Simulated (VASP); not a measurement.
Input of a VASP 6.6.1 run:

File INCAR:

```
ALGO     = Normal         # electronic algorithm
EDIFF    = 1E-6           # SCF threshold, eV
EDIFFG   = -0.01          # ionic threshold
ENCUT    = 600            # plane-wave cutoff, eV
GGA      = PE             # functional
IBRION   = 2              # ionic algorithm
ISIF     = 3              # what is computed and relaxed
ISMEAR   = 1              # smearing method
LASPH    = T              # aspherical terms in the spheres
LCHARG   = F              # write CHGCAR
LREAL    = F              # projectors in reciprocal space
LWAVE    = F              # write WAVECAR
NELM     = 80             # most SCF steps
NSW      = 90             # ionic steps
PREC     = Accurate       # precision mode
SIGMA    = 0.1            # smearing width, eV
```

File KPOINTS:

```
k-points
0
Gamma
  16 16 16
```

The input POSCAR:

```
Nb
1.0
   -1.6639500000      1.6639500000      1.6639500000
    1.6639500000     -1.6639500000      1.6639500000
    1.6639500000      1.6639500000     -1.6639500000
Nb
1
Direct
    0.0000000000      0.0000000000      0.0000000000
```

Potentials or basis: VASP PAW PBE potentials, release 64 (Nb_sv).

Command:

```console
$ cat potpaw_PBE.64/Nb_sv/POTCAR > POTCAR
$ mpirun -np 1 vasp_std > vasp.out
```

Q: Predict the space group after relaxing (to 0.05 Å).

A: Im-3m (No. 229).

Q: Predict the relaxed volume.

A: 18.08 Å³/atom.

Final structure:
```cif
data_structure
_symmetry_space_group_name_H-M 'P 1'
_symmetry_Int_Tables_number 1
_cell_length_a 2.8636
_cell_length_b 2.8636
_cell_length_c 2.8636
_cell_angle_alpha 109.471
_cell_angle_beta 109.471
_cell_angle_gamma 109.471
_cell_volume 18.08
loop_
_atom_site_label
_atom_site_type_symbol
_atom_site_fract_x
_atom_site_fract_y
_atom_site_fract_z
_atom_site_occupancy
Nb1 Nb 0.00000 0.00000 0.00000 1
```
